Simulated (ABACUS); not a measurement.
## C in ABACUS: the effect of strain along c

C:

```
C
1.0
    -0.05350    1.72987    1.78337
     1.72987   -0.05350    1.78337
     1.67637    1.67637    0.00000
C
2
Cartesian
  2.5146 2.5146 2.6751
  1.6764 1.6764 1.7834
```

The cell isn't the ideal one: cell strained by -0.06 along c.

Alike in all runs:

- Program: ABACUS 3.10.1
- Task: single point
- Functional: PBE
- Potentials or basis: PseudoDojo NC SR 0.4.1 PBE standard
- Cutoff: 1116 eV
- Density cutoff: 4463 eV
- Basis: plane waves
- k mesh: 9 × 9 × 9
- Occupations: fermi-dirac, width 0.05 eV
- Spin: no spin polarisation
- Radial cutoff of the potentials (pseudo_rcut): 7 bohr
- SCF threshold on the density: 1e-08
- Max SCF steps: 100
- Eigensolver: dav
- Mixing: broyden
- Mixing share: 0.7

Problem. One run gave: gap on the mesh 4.21 eV; pressure 1.9 GPa. Which strain along c did it use?
A. 0
B. -0.06
C. 0.06
D. -0.03
E. 0.03

Solution. A.

```csv
strain along c,gap on the mesh (eV),pressure (GPa)
-0.06,3.87,34.2
-0.03,4.06,16.5
0,4.21,1.9
0.03,3.73,-10.0
0.06,3.03,-19.8
```

Caveats: an odd mesh through Γ misses points on the zone boundary, where band edges often lie.
